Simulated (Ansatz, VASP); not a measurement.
## TePb: VASP beside Ansatz

```
Te Pb
1.0
     3.87138    0.00000    0.00000
     0.00000    3.87138    0.00000
     0.00000    0.00000    3.87138
Te Pb
1 1
Direct
  0.50000 0.50000 0.50000
  0.00000 0.00000 0.00000
```

Alike in both runs: functional LDA; k mesh 10 × 10 × 10; occupations gaussian, width 0.1 eV; no spin polarisation.

Ansatz relaxed the structure, and its values are those at the end. VASP's run is a single point on that final structure, the one shown.

|  | VASP | Ansatz |
| --- | --- | --- |
| version | VASP 6.6.1 | Ansatz 0.2.0 |
| potentials or method | VASP PAW LDA potentials, release 64 (Te, Pb_d) | scalar-relativistic, plane waves, PAW |
| plane-wave cutoff (eV) | 520 | 420 |
| valence electrons in the cell | 20 | 30 |

```tsv
	VASP	Ansatz	Ansatz less VASP
gap on the k mesh at the Fermi level (eV)	none	none	-
pressure (GPa)	0.0	0.0	-0.07
```

A gap of «none» marks a metal or a gap that the smearing closes. The two sets of potentials don't hold the same shells in valence.

Spin-orbit coupling is left out, which matters for the levels of Pb, Te.
